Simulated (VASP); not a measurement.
# BAs in VASP: relaxation of cell and atoms with PBEsol

Aim: the relaxation of cell and atoms of BAs with PBEsol.

All numbers are computed with VASP 6.6.1; they aren't measurements. Logs are shortened: lines on timing, memory, paths and dates and some standing lists are left out, and cuts for length are marked.

## (1) Starting point

The cell holds a sheet with vacuum, 2 atoms: a = 3.380 Å, b = 3.380 Å, c = 16.000 Å, α = 90.00°, β = 90.00°, γ = 120.00°.

The cell was built by a generator and needn't be a form met in nature.

## (2) Relaxation of cell and atoms, PBEsol

INCAR

```
PREC = Accurate
ENCUT = 600
EDIFF = 1E-6
ISMEAR = 0
SIGMA = 0.03
LREAL = False
LASPH = True
NELM = 120
ALGO = Normal
ISIF = 3
LWAVE = False
LCHARG = False
GGA = PS
IBRION = 2
NSW = 60
EDIFFG = -0.005
LATTICE_CONSTRAINTS = .TRUE. .TRUE. .FALSE.
KPAR = 2
```

KPOINTS

```
Automatic mesh
0
Gamma
  12 12 1
```

POSCAR

```
BAs
1.0
    3.3800000000      0.0000000000      0.0000000000
   -1.6900000000      2.9271658600      0.0000000000
    0.0000000000      0.0000000000     16.0000000000
B As
1 1
Direct
    0.3333330000      0.6666670000      0.5000000000
    0.6666670000      0.3333330000      0.5000000000
```

Potentials or basis: VASP PAW PBE potentials, release 64 (B, As).

Run with:

```sh
$ cat potpaw_PBE.64/B/POTCAR potpaw_PBE.64/As/POTCAR > POTCAR
$ mpirun -np 2 vasp_std > vasp.out
```

OUTCAR:

```text
PREC = Accurate
   ENCUT = 600
   EDIFF = 1E-6
   ISMEAR = 0
   LREAL = False
   LASPH = True
   NELM = 120
   ISIF = 3
   GGA = PS
   IBRION = 2
   NSW = 60
   EDIFFG = -0.005

 ion  position               nearest neighbor table
   1  0.333  0.667  0.500-   2 1.95   2 1.95   2 1.95
   2  0.667  0.333  0.500-   1 1.95   1 1.95   1 1.95

  LATTYP: Found a hexagonal cell.
 ALAT       =     3.3800000000
 C/A-ratio  =     4.7337278107

  Lattice vectors:

 A1 = (   3.3800000000,   0.0000000000,   0.0000000000)
 A2 = (  -1.6900000000,   2.9271658600,   0.0000000000)
 A3 = (   0.0000000000,   0.0000000000,  16.0000000000)

Analysis of symmetry for initial positions (statically):
=====================================================================
 Subroutine PRICEL returns:
 Original cell was already a primitive cell.

 Routine SETGRP: Setting up the symmetry group for a
 hexagonal supercell.

 Subroutine GETGRP returns: Found 12 space group operations
 (whereof 12 operations were pure point group operations)
 out of a pool of 24 trial point group operations.

The static configuration has the point symmetry D_3h.

Analysis of symmetry for dynamics (positions and initial velocities):
=====================================================================
 Subroutine PRICEL returns:
 Original cell was already a primitive cell.

 Routine SETGRP: Setting up the symmetry group for a
 hexagonal supercell.

 Subroutine GETGRP returns: Found 12 space group operations
 (whereof 12 operations were pure point group operations)
 out of a pool of 24 trial point group operations.

The dynamic configuration has the point symmetry D_3h.

 Subroutine INISYM returns: Found 12 space group operations
 (whereof 12 operations are pure point group operations),
 and found     1 'primitive' translations

----------------------------------------------------------------------------------------

                                     Primitive cell

  volume of cell :     158.3011

  direct lattice vectors                    reciprocal lattice vectors
     3.380000000  0.000000000  0.000000000     0.295857988  0.170813689  0.000000000
    -1.690000000  2.927165860  0.000000000     0.000000000  0.341627379  0.000000000
     0.000000000  0.000000000 16.000000000     0.000000000  0.000000000  0.062500000

  length of vectors
     3.380000000  3.379999996 16.000000000     0.341627378  0.341627379  0.062500000

  position of ions in fractional coordinates (direct lattice)
     0.333333000  0.666667000  0.500000000
     0.666667000  0.333333000  0.500000000

  ion indices of the primitive-cell ions
   primitive index   ion index
                 1           1
                 2           2

----------------------------------------------------------------------------------------

 KPOINTS: Automatic mesh

Automatic generation of k-mesh.
 Grid dimensions read from file:
 generate k-points for:   12   12    1

 Generating k-lattice:

  Cartesian coordinates                     Fractional coordinates (reciprocal lattice)
     0.024654832  0.014234474  0.000000000     0.083333333  0.000000000  0.000000000
     0.000000000  0.028468948  0.000000000     0.000000000  0.083333333  0.000000000
     0.000000000  0.000000000  0.062500000     0.000000000  0.000000000  1.000000000

  Length of vectors
     0.028468948  0.028468948  0.062500000

  Shift w.r.t. Gamma in fractional coordinates (k-lattice)
     0.000000000  0.000000000  0.000000000

 Subroutine IBZKPT returns following result:
 ===========================================

 Found     19 irreducible k-points:

 Following reciprocal coordinates:
            Coordinates               Weight
  0.000000  0.000000  0.000000      1.000000
  0.083333  0.000000  0.000000      6.000000
  0.166667  0.000000  0.000000      6.000000
  0.250000  0.000000  0.000000      6.000000
  0.333333  0.000000  0.000000      6.000000
  0.416667 -0.000000  0.000000      6.000000
[... 11 lines left out ...]
  0.333333  0.250000  0.000000     12.000000
  0.333333  0.333333  0.000000      2.000000
   k-points           NKPTS =     19   k-points in BZ     NKDIM =     19   number of bands    NBANDS=      8
   number of dos      NEDOS =    301   number of ions     NIONS =      2
   total plane-waves  NPLWV = 100352
   dimension x,y,z NGX =    28 NGY =   28 NGZ =  128
   dimension x,y,z NGXF=    56 NGYF=   56 NGZF=  256
   ions per type =               1   1
   NGX,Y,Z   is equivalent  to a cutoff of  13.77, 13.77, 13.30 a.u.
   NGXF,Y,Z  is equivalent  to a cutoff of  27.54, 27.54, 26.60 a.u.
 SYSTEM =  unknown system
   PREC   = accura    normal or accurate (medium, high low for compatibility)
   ISTART =      0    job   : 0-new  1-cont  2-samecut
   ICHARG =      2    charge: 1-file 2-atom 10-const
   ISPIN  =      1    spin polarized calculation?
   LNONCOLLINEAR =      F non collinear calculations
   LSORBIT =      F    spin-orbit coupling
   LASPH  =      T    aspherical Exc in radial PAW
   ENCUT  =  600.0 eV  44.10 Ry    6.64 a.u.   6.75  6.75 31.96*2*pi/ulx,y,z
   NELM   =    120;   NELMIN=  2; NELMDL= -5     # of ELM steps
   EDIFF  = 0.1E-05   stopping-criterion for ELM
   LREAL  =      F    real-space projection
   EDIFFG = -.5E-02   stopping-criterion for IOM
   NSW    =     60    number of steps for IOM
   IBRION =      2    ionic relax: 0-MD 1-quasi-New 2-CG
   NFREE  =      1    steps in history (QN), initial steepest desc. (CG)
   ISIF   =      3    stress and relaxation
   ISYM   =      2    0-nonsym 1-usesym 2-fastsym
   POTIM  = 0.5000    time-step for ionic-motion
   TEBEG  =    0.0;   TEEND  =   0.0 temperature during run
   PSTRESS=    0.0 pullay stress
   NELECT =       8.0000    total number of electrons
   NUPDOWN=      -1.0000    fix difference up-down
   EMIN   =  10.00;   EMAX   =-10.00  energy-range for DOS
   EFERMI =   0.00;   METHOD = LEGACY
   ISMEAR =     0;   SIGMA  =   0.03  broadening in eV -4-tet -1-fermi 0-gaus
   EFERMI_NEDOS =   21; number of points for ismear=-14 and -15
   IALGO  =     38    algorithm
   IMIX   =      4    mixing-type and parameters
     AMIX     =   0.40;   BMIX     =  1.00
     AMIX_MAG =   1.60;   BMIX_MAG =  1.00
  volume/ion in A,a.u.               =      79.15       534.13
  Fermi-wavevector in a.u.,A,eV,Ry     =   0.605262  1.143780  4.984389  0.366342
  Thomas-Fermi vector in A             =   1.658921
   LORBIT       =      0    0 simple, 1 ext, 2 COOP (PROOUT), +10 PAW based schemes
   GGA     = PS    functional components
   LHFCALC =     F    Hartree Fock is set to
   AEXX    =    0.0000 exact exchange contribution
   IVDW    =     0    specifies the selected vdW correction
   LEPSILON=     F    determine dielectric tensor
   LRPA    =     F    only Hartree local field effects (RPA)
 conjugate gradient relaxation of ions
 non-spin polarized calculation
 Gauss-broadening in eV      SIGMA  =   0.03
  energy-cutoff  :      600.00
  volume of cell :      158.30
 maximum number of plane-waves:      5302
 NGX is ok and might be reduce to    28
   NGX = 13   NGY = 13   NGZ = 63

--------------------------------------- Ionic step        1  -------------------------------------------

 number of electron       8.0000000 magnetization

 Free energy of the ion-electron system (eV)
  ---------------------------------------------------
  ext. energy  EPLUGINS =         0.00000000
  ---------------------------------------------------
  free energy    TOTEN  =       -11.25014710 eV

  energy without entropy =      -11.25014710  energy(sigma->0) =      -11.25014710

------------------------ aborting loop because EDIFF is reached ----------------------------------------

  FORCE on cell =-STRESS in cart. coord.  units (eV):
  Direction    XX          YY          ZZ          XY          YZ          ZX
  --------------------------------------------------------------------------------------
  -------------------------------------------------------------------------------------
  Total       -0.2902016     -0.2902016     -0.0049661      0.0000000      0.0000000      0.0000000
  in kB       -2.9371518     -2.9371518     -0.0502627      0.0000000      0.0000000      0.0000000
  external PRESSURE =      -1.9748554 kB  Pullay stress =       0.0000000 kB

 VOLUME and BASIS-vectors are now :
 -----------------------------------------------------------------------------
  energy-cutoff  :      600.00
  volume of cell :      158.30
      direct lattice vectors                 reciprocal lattice vectors
     3.380000000  0.000000000  0.000000000     0.295857988  0.170813689  0.000000000
    -1.690000000  2.927165860  0.000000000     0.000000000  0.341627379  0.000000000
     0.000000000  0.000000000 16.000000000     0.000000000  0.000000000  0.062500000
[... 37 lines left out ...]
 POSITION                                       TOTAL-FORCE (eV/Angst)
 -----------------------------------------------------------------------------------
     -0.00000      1.93778      8.00000        -0.000000     -0.000000      0.000000
      1.67817      0.96889      8.00000         0.000000      0.000000      0.000000
 -----------------------------------------------------------------------------------
    total drift:                               -0.000128      0.000074      0.000000

  FREE ENERGIE OF THE ION-ELECTRON SYSTEM (eV)
  ---------------------------------------------------
  free  energy   TOTEN  =       -11.2491747476 eV

  energy  without entropy=      -11.2491747476  energy(sigma->0) =      -11.24917475

--------------------------------------- Ionic step        3  -------------------------------------------

 number of electron       8.0000000 magnetization

 Free energy of the ion-electron system (eV)
  ---------------------------------------------------
  ext. energy  EPLUGINS =         0.00000000
  ---------------------------------------------------
  free energy    TOTEN  =       -11.25097575 eV

  energy without entropy =      -11.25097575  energy(sigma->0) =      -11.25097575

 E-fermi :  -2.9547     XC(G=0):  -2.6803

 val. band max:       -3.1156196931   @ k =   0.3333   0.3333   0.0000
 cond. band min:      -2.3749258030   @ k =   0.3333   0.3333   0.0000
 fundamental gap:      0.7406938902
 Fermi energy:        -2.9546720955

 k-point     1 :       0.0000    0.0000    0.0000
  band No.  band energies     occupation
      1     -16.9981      2.00000
      2      -7.1061      2.00000
      3      -4.6157      2.00000
      4      -4.6157      2.00000
      5       0.6036      0.00000
      6       0.8545      0.00000
      7       1.7135      0.00000
      8       1.7136      0.00000

 k-point     2 :       0.0833    0.0000    0.0000
  band No.  band energies     occupation
      1     -16.9009      2.00000
      2      -6.9959      2.00000
      3      -5.2509      2.00000
      4      -4.8311      2.00000
      5       0.7236      0.00000
      6       0.9463      0.00000
      7       1.9015      0.00000
      8       2.0241      0.00000
[... 207 lines left out ...]
 POSITION                                       TOTAL-FORCE (eV/Angst)
 -----------------------------------------------------------------------------------
     -0.00000      1.94591      8.00000        -0.000000      0.000000      0.000000
      1.68521      0.97295      8.00000         0.000000     -0.000000      0.000000
 -----------------------------------------------------------------------------------
    total drift:                               -0.000131      0.000075      0.000000

  FREE ENERGIE OF THE ION-ELECTRON SYSTEM (eV)
  ---------------------------------------------------
  free  energy   TOTEN  =       -11.2509757537 eV

  energy  without entropy=      -11.2509757537  energy(sigma->0) =      -11.25097575

 reached required accuracy - stopping structural energy minimisation
```

Run time: 28 s. Hardware: 2 MPI ranks of Intel Xeon 6975P-C (Granite Rapids), shared host; peak memory 0.32 GiB.

Results:

```yaml
Free_energy: -11.2510 eV
Relaxed_volume: 78.70 Å³/atom
Relaxed_cell: a = 3.370 Å, b = 3.370 Å, c = 16.000 Å, α = 90.00°, β = 90.00°, γ = 120.00°
Space_group_after_relaxing_to_0.05_Å: P-6m2 (No. 187)
Energy_gained_by_relaxing: 0.4 meV/atom
Ionic_steps: 3
Band_gap_on_the_k_mesh: 0.74 eV, direct
```

The path:
| step | energy change (eV) | largest force (eV/Å) | pressure (GPa) | volume (Å³) |
| --- | --- | --- | --- | --- |
| 1 | 0.0000 | 0.0000 | -0.20 | 158.30 |
| 2 | 0.0010 | 0.0000 | 0.30 | 156.09 |
| 3 | -0.0008 | 0.0000 | 0.00 | 157.40 |

Final structure:
```
B As
1.0
     3.37041    0.00000    0.00000
    -1.68520    2.91886    0.00000
     0.00000    0.00000   16.00000
B As
1 1
Direct
  0.33333 0.66667 0.50000
  0.66667 0.33333 0.50000
```

Caveat: the PAW data sets were made with another functional, which shifts forces and pressure a little. Expect the measured gap to be larger: semilocal functionals such as PBEsol lack the derivative discontinuity.
